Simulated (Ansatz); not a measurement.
# 192-atom supercell of wurtzite MgO

Wanted: energy, pressure and frontier levels of the defect-free cell (PBEsol, HSE06 and r²SCAN).

Program: Ansatz 0.2.0, PAW, plane waves. These are calculated values, not measurements.

**1. Starting point**

192 atoms (96 Mg, 96 O); a = 13.208 Å, b = 17.157 Å, c = 10.050 Å, α = 90.00°, β = 90.00°, γ = 90.00°.

Plan of the steps: (2) PBEsol cell relaxation at the single k point (½, ½, ½), on 1 × NVIDIA GB200 with 8 threads of Arm Neoverse-V2; (3) HSE06 single point at the Γ point alone, on 1 × NVIDIA GB200 with 8 threads of Arm Neoverse-V2; (4) r²SCAN single point at the Γ point alone, on 1 × NVIDIA GB200 with 8 threads of Arm Neoverse-V2.

**2. Relaxing cell and atoms with PBEsol**

Input file in.yaml:

```yaml
crystal:
  lattice:
    - [13.207757, 0.000000, 0.000000]
    - [0.000000, 17.157379, 0.000000]
    - [0.000000, 0.000000, 10.049646]
  atoms:
    - { symbol: Mg, position: [0.125000, 0.055556, 0.244823] }
    - { symbol: Mg, position: [0.125000, 0.055556, 0.744823] }
    - { symbol: Mg, position: [0.000000, 0.222222, 0.244823] }
    - { symbol: Mg, position: [0.000000, 0.222222, 0.744823] }
    - { symbol: Mg, position: [0.375000, 0.055556, 0.244823] }
    - { symbol: Mg, position: [0.375000, 0.055556, 0.744823] }
    - { symbol: Mg, position: [0.250000, 0.222222, 0.244823] }
    - { symbol: Mg, position: [0.250000, 0.222222, 0.744823] }
    - { symbol: Mg, position: [0.125000, 0.388889, 0.244823] }
    - { symbol: Mg, position: [0.125000, 0.388889, 0.744823] }
    - { symbol: Mg, position: [0.000000, 0.555556, 0.244823] }
    - { symbol: Mg, position: [0.000000, 0.555556, 0.744823] }
    - { symbol: Mg, position: [0.625000, 0.055556, 0.244823] }
    - { symbol: Mg, position: [0.625000, 0.055556, 0.744823] }
    - { symbol: Mg, position: [0.500000, 0.222222, 0.244823] }
    - { symbol: Mg, position: [0.500000, 0.222222, 0.744823] }
    - { symbol: Mg, position: [0.375000, 0.388889, 0.244823] }
    - { symbol: Mg, position: [0.375000, 0.388889, 0.744823] }
    - { symbol: Mg, position: [0.250000, 0.555556, 0.244823] }
    - { symbol: Mg, position: [0.250000, 0.555556, 0.744823] }
    - { symbol: Mg, position: [0.125000, 0.722222, 0.244823] }
    - { symbol: Mg, position: [0.125000, 0.722222, 0.744823] }
    - { symbol: Mg, position: [0.000000, 0.888889, 0.244823] }
    - { symbol: Mg, position: [0.000000, 0.888889, 0.744823] }
    - { symbol: Mg, position: [0.875000, 0.055556, 0.244823] }
    - { symbol: Mg, position: [0.875000, 0.055556, 0.744823] }
    - { symbol: Mg, position: [0.750000, 0.222222, 0.244823] }
    - { symbol: Mg, position: [0.750000, 0.222222, 0.744823] }
    - { symbol: Mg, position: [0.625000, 0.388889, 0.244823] }
    - { symbol: Mg, position: [0.625000, 0.388889, 0.744823] }
    - { symbol: Mg, position: [0.500000, 0.555556, 0.244823] }
    - { symbol: Mg, position: [0.500000, 0.555556, 0.744823] }
    - { symbol: Mg, position: [0.375000, 0.722222, 0.244823] }
    - { symbol: Mg, position: [0.375000, 0.722222, 0.744823] }
    - { symbol: Mg, position: [0.250000, 0.888889, 0.244823] }
    - { symbol: Mg, position: [0.250000, 0.888889, 0.744823] }
    - { symbol: Mg, position: [0.875000, 0.388889, 0.244823] }
    - { symbol: Mg, position: [0.875000, 0.388889, 0.744823] }
    - { symbol: Mg, position: [0.750000, 0.555556, 0.244823] }
    - { symbol: Mg, position: [0.750000, 0.555556, 0.744823] }
    - { symbol: Mg, position: [0.625000, 0.722222, 0.244823] }
    - { symbol: Mg, position: [0.625000, 0.722222, 0.744823] }
    - { symbol: Mg, position: [0.500000, 0.888889, 0.244823] }
    - { symbol: Mg, position: [0.500000, 0.888889, 0.744823] }
    - { symbol: Mg, position: [0.875000, 0.722222, 0.244823] }
    - { symbol: Mg, position: [0.875000, 0.722222, 0.744823] }
    - { symbol: Mg, position: [0.750000, 0.888889, 0.244823] }
    - { symbol: Mg, position: [0.750000, 0.888889, 0.744823] }
    - { symbol: Mg, position: [0.000000, 0.111111, 0.494823] }
    - { symbol: Mg, position: [0.000000, 0.111111, 0.994823] }
    - { symbol: Mg, position: [0.250000, 0.111111, 0.494823] }
    - { symbol: Mg, position: [0.250000, 0.111111, 0.994823] }
    - { symbol: Mg, position: [0.125000, 0.277778, 0.494823] }
    - { symbol: Mg, position: [0.125000, 0.277778, 0.994823] }
    - { symbol: Mg, position: [0.000000, 0.444444, 0.494823] }
    - { symbol: Mg, position: [0.000000, 0.444444, 0.994823] }
    - { symbol: Mg, position: [0.500000, 0.111111, 0.494823] }
    - { symbol: Mg, position: [0.500000, 0.111111, 0.994823] }
    - { symbol: Mg, position: [0.375000, 0.277778, 0.494823] }
    - { symbol: Mg, position: [0.375000, 0.277778, 0.994823] }
    - { symbol: Mg, position: [0.250000, 0.444444, 0.494823] }
    - { symbol: Mg, position: [0.250000, 0.444444, 0.994823] }
    - { symbol: Mg, position: [0.125000, 0.611111, 0.494823] }
    - { symbol: Mg, position: [0.125000, 0.611111, 0.994823] }
    - { symbol: Mg, position: [0.000000, 0.777778, 0.494823] }
    - { symbol: Mg, position: [0.000000, 0.777778, 0.994823] }
    - { symbol: Mg, position: [0.750000, 0.111111, 0.494823] }
    - { symbol: Mg, position: [0.750000, 0.111111, 0.994823] }
    - { symbol: Mg, position: [0.625000, 0.277778, 0.494823] }
    - { symbol: Mg, position: [0.625000, 0.277778, 0.994823] }
    - { symbol: Mg, position: [0.500000, 0.444444, 0.494823] }
    - { symbol: Mg, position: [0.500000, 0.444444, 0.994823] }
    - { symbol: Mg, position: [0.375000, 0.611111, 0.494823] }
    - { symbol: Mg, position: [0.375000, 0.611111, 0.994823] }
    - { symbol: Mg, position: [0.250000, 0.777778, 0.494823] }
    - { symbol: Mg, position: [0.250000, 0.777778, 0.994823] }
    - { symbol: Mg, position: [0.125000, 0.944444, 0.494823] }
    - { symbol: Mg, position: [0.125000, 0.944444, 0.994823] }
    - { symbol: Mg, position: [0.875000, 0.277778, 0.494823] }
    - { symbol: Mg, position: [0.875000, 0.277778, 0.994823] }
    - { symbol: Mg, position: [0.750000, 0.444444, 0.494823] }
    - { symbol: Mg, position: [0.750000, 0.444444, 0.994823] }
    - { symbol: Mg, position: [0.625000, 0.611111, 0.494823] }
    - { symbol: Mg, position: [0.625000, 0.611111, 0.994823] }
    - { symbol: Mg, position: [0.500000, 0.777778, 0.494823] }
    - { symbol: Mg, position: [0.500000, 0.777778, 0.994823] }
    - { symbol: Mg, position: [0.375000, 0.944444, 0.494823] }
    - { symbol: Mg, position: [0.375000, 0.944444, 0.994823] }
    - { symbol: Mg, position: [0.875000, 0.611111, 0.494823] }
    - { symbol: Mg, position: [0.875000, 0.611111, 0.994823] }
    - { symbol: Mg, position: [0.750000, 0.777778, 0.494823] }
    - { symbol: Mg, position: [0.750000, 0.777778, 0.994823] }
    - { symbol: Mg, position: [0.625000, 0.944444, 0.494823] }
    - { symbol: Mg, position: [0.625000, 0.944444, 0.994823] }
    - { symbol: Mg, position: [0.875000, 0.944444, 0.494823] }
    - { symbol: Mg, position: [0.875000, 0.944444, 0.994823] }
    - { symbol: O, position: [0.000000, 0.111111, 0.193177] }
    - { symbol: O, position: [0.000000, 0.111111, 0.693177] }
    - { symbol: O, position: [0.250000, 0.111111, 0.193177] }
    - { symbol: O, position: [0.250000, 0.111111, 0.693177] }
    - { symbol: O, position: [0.125000, 0.277778, 0.193177] }
    - { symbol: O, position: [0.125000, 0.277778, 0.693177] }
    - { symbol: O, position: [0.000000, 0.444444, 0.193177] }
    - { symbol: O, position: [0.000000, 0.444444, 0.693177] }
    - { symbol: O, position: [0.500000, 0.111111, 0.193177] }
    - { symbol: O, position: [0.500000, 0.111111, 0.693177] }
    - { symbol: O, position: [0.375000, 0.277778, 0.193177] }
    - { symbol: O, position: [0.375000, 0.277778, 0.693177] }
    - { symbol: O, position: [0.250000, 0.444444, 0.193177] }
    - { symbol: O, position: [0.250000, 0.444444, 0.693177] }
    - { symbol: O, position: [0.125000, 0.611111, 0.193177] }
    - { symbol: O, position: [0.125000, 0.611111, 0.693177] }
    - { symbol: O, position: [0.000000, 0.777778, 0.193177] }
    - { symbol: O, position: [0.000000, 0.777778, 0.693177] }
    - { symbol: O, position: [0.750000, 0.111111, 0.193177] }
    - { symbol: O, position: [0.750000, 0.111111, 0.693177] }
    - { symbol: O, position: [0.625000, 0.277778, 0.193177] }
    - { symbol: O, position: [0.625000, 0.277778, 0.693177] }
    - { symbol: O, position: [0.500000, 0.444444, 0.193177] }
    - { symbol: O, position: [0.500000, 0.444444, 0.693177] }
    - { symbol: O, position: [0.375000, 0.611111, 0.193177] }
    - { symbol: O, position: [0.375000, 0.611111, 0.693177] }
    - { symbol: O, position: [0.250000, 0.777778, 0.193177] }
    - { symbol: O, position: [0.250000, 0.777778, 0.693177] }
    - { symbol: O, position: [0.125000, 0.944444, 0.193177] }
    - { symbol: O, position: [0.125000, 0.944444, 0.693177] }
    - { symbol: O, position: [0.875000, 0.277778, 0.193177] }
    - { symbol: O, position: [0.875000, 0.277778, 0.693177] }
    - { symbol: O, position: [0.750000, 0.444444, 0.193177] }
    - { symbol: O, position: [0.750000, 0.444444, 0.693177] }
    - { symbol: O, position: [0.625000, 0.611111, 0.193177] }
    - { symbol: O, position: [0.625000, 0.611111, 0.693177] }
    - { symbol: O, position: [0.500000, 0.777778, 0.193177] }
    - { symbol: O, position: [0.500000, 0.777778, 0.693177] }
    - { symbol: O, position: [0.375000, 0.944444, 0.193177] }
    - { symbol: O, position: [0.375000, 0.944444, 0.693177] }
    - { symbol: O, position: [0.875000, 0.611111, 0.193177] }
    - { symbol: O, position: [0.875000, 0.611111, 0.693177] }
    - { symbol: O, position: [0.750000, 0.777778, 0.193177] }
    - { symbol: O, position: [0.750000, 0.777778, 0.693177] }
    - { symbol: O, position: [0.625000, 0.944444, 0.193177] }
    - { symbol: O, position: [0.625000, 0.944444, 0.693177] }
    - { symbol: O, position: [0.875000, 0.944444, 0.193177] }
    - { symbol: O, position: [0.875000, 0.944444, 0.693177] }
    - { symbol: O, position: [0.125000, 0.055556, 0.443177] }
    - { symbol: O, position: [0.125000, 0.055556, 0.943177] }
    - { symbol: O, position: [0.000000, 0.222222, 0.443177] }
    - { symbol: O, position: [0.000000, 0.222222, 0.943177] }
    - { symbol: O, position: [0.375000, 0.055556, 0.443177] }
    - { symbol: O, position: [0.375000, 0.055556, 0.943177] }
    - { symbol: O, position: [0.250000, 0.222222, 0.443177] }
    - { symbol: O, position: [0.250000, 0.222222, 0.943177] }
    - { symbol: O, position: [0.125000, 0.388889, 0.443177] }
    - { symbol: O, position: [0.125000, 0.388889, 0.943177] }
    - { symbol: O, position: [0.000000, 0.555556, 0.443177] }
    - { symbol: O, position: [0.000000, 0.555556, 0.943177] }
    - { symbol: O, position: [0.625000, 0.055556, 0.443177] }
    - { symbol: O, position: [0.625000, 0.055556, 0.943177] }
    - { symbol: O, position: [0.500000, 0.222222, 0.443177] }
    - { symbol: O, position: [0.500000, 0.222222, 0.943177] }
    - { symbol: O, position: [0.375000, 0.388889, 0.443177] }
    - { symbol: O, position: [0.375000, 0.388889, 0.943177] }
    - { symbol: O, position: [0.250000, 0.555556, 0.443177] }
    - { symbol: O, position: [0.250000, 0.555556, 0.943177] }
    - { symbol: O, position: [0.125000, 0.722222, 0.443177] }
    - { symbol: O, position: [0.125000, 0.722222, 0.943177] }
    - { symbol: O, position: [0.000000, 0.888889, 0.443177] }
    - { symbol: O, position: [0.000000, 0.888889, 0.943177] }
    - { symbol: O, position: [0.875000, 0.055556, 0.443177] }
    - { symbol: O, position: [0.875000, 0.055556, 0.943177] }
    - { symbol: O, position: [0.750000, 0.222222, 0.443177] }
    - { symbol: O, position: [0.750000, 0.222222, 0.943177] }
    - { symbol: O, position: [0.625000, 0.388889, 0.443177] }
    - { symbol: O, position: [0.625000, 0.388889, 0.943177] }
    - { symbol: O, position: [0.500000, 0.555556, 0.443177] }
    - { symbol: O, position: [0.500000, 0.555556, 0.943177] }
    - { symbol: O, position: [0.375000, 0.722222, 0.443177] }
    - { symbol: O, position: [0.375000, 0.722222, 0.943177] }
    - { symbol: O, position: [0.250000, 0.888889, 0.443177] }
    - { symbol: O, position: [0.250000, 0.888889, 0.943177] }
    - { symbol: O, position: [0.875000, 0.388889, 0.443177] }
    - { symbol: O, position: [0.875000, 0.388889, 0.943177] }
    - { symbol: O, position: [0.750000, 0.555556, 0.443177] }
    - { symbol: O, position: [0.750000, 0.555556, 0.943177] }
    - { symbol: O, position: [0.625000, 0.722222, 0.443177] }
    - { symbol: O, position: [0.625000, 0.722222, 0.943177] }
    - { symbol: O, position: [0.500000, 0.888889, 0.443177] }
    - { symbol: O, position: [0.500000, 0.888889, 0.943177] }
    - { symbol: O, position: [0.875000, 0.722222, 0.443177] }
    - { symbol: O, position: [0.875000, 0.722222, 0.943177] }
    - { symbol: O, position: [0.750000, 0.888889, 0.443177] }
    - { symbol: O, position: [0.750000, 0.888889, 0.943177] }
kpoints:
  mp_grid: { grid: [1, 1, 1], shift: [0.5, 0.5, 0.5] }
hamiltonian:
  xc: pbesol
scf:
  occupations: { method: fermi_dirac, width: 0.01 }
relax:
  f_tol: 0.03
  max_steps: 80
  escape_saddle: false
  adjacent_minimum: "off"
  cell: { fix: [alpha, beta, gamma] }
output:
  forces: true
  eigenvalues: true
  populations: true
```

Started as:

```bash
$ ansatz run in.yaml --threads 8 --pin off --max-ram 118750MiB --runs-dir r --events-out ev --progress --plain --backend cuda --devices 0, --max-vram 170GiB
```

Further steps of the session: HSE06 single point; r²SCAN single point.

Q: Predict the outcome of this session. Wanted: for each run, top filled to lowest empty; energy; pressure.

**Answer**, as computed:

```
             level           time   k points  top filled to lowest empty (eV)  energy (eV/atom)  pressure (GPa)
PBEsol, relaxation    3.4 s (GPU)  (½, ½, ½)                             5.15        -1237.8203            0.00
             HSE06  2.5 min (GPU)          Γ                             5.10        -1247.0795               -
            r²SCAN    7.5 s (GPU)          Γ                             4.16        -1249.0525               -
```

```
     quantity                                                                         value
   relaxation                                              2 recorded steps, 0.00 eV gained
largest shift                                                                        0.00 Å
 relaxed cell  a = 13.208 Å, b = 17.157 Å, c = 10.050 Å, α = 90.00°, β = 90.00°, γ = 90.00°
```

The atoms kept their fractional positions, and energy and volume hardly changed. At the same k points, r²SCAN gives a spacing 0.94 eV smaller than the 5.10 eV of HSE06. Rows on different k points differ by sampling as well as by level. Exact exchange costs time: HSE06 ran about 20 times as long as r²SCAN on the same kind of device. With one k point the spacing samples only the states that fold onto it, so it can exceed the gap over the zone.
